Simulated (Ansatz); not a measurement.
Ge in Ansatz: the effect of functional

Crystal: Ge.

```
Ge
1.0
     1.51724   -2.64558    0.00000
     1.51724    2.64558    0.00000
     0.00000    0.00000    4.82032
Ge
2
Cartesian
  1.5172 0.8813 1.2051
  1.5172 -0.8813 3.6152
```

This isn't the form of Ge at room conditions, which is diamond.

The cell isn't the ideal one: volume scaled by 1.06.

Alike in all runs:

| Quantity | Value |
| --- | --- |
| Program | Ansatz 0.2.0 |
| Task | single point |
| Potentials or basis | Ansatz PAW |
| k mesh | 10 × 10 × 6 |
| Occupations | fermi-dirac, width 0.05 eV |
| Spin | no spin polarisation |

```csv
functional,cutoff,pressure (GPa)
LDA,420 eV (not typed: the program's choice for these potentials),-5.1
PBE,420 eV (not typed: the program's choice for these potentials),-0.1
PBEsol,420 eV (not typed: the program's choice for these potentials),?
r2SCAN,500 eV (not typed: the program's choice for these potentials),-2.0
```

Question: What does the run with functional PBEsol give?

Answer: Pressure -3.6 GPa.

Caveats: the PAW data sets come from PBE, with cores solved anew for the run's functional, which leaves a small shift of forces and pressure (some runs).
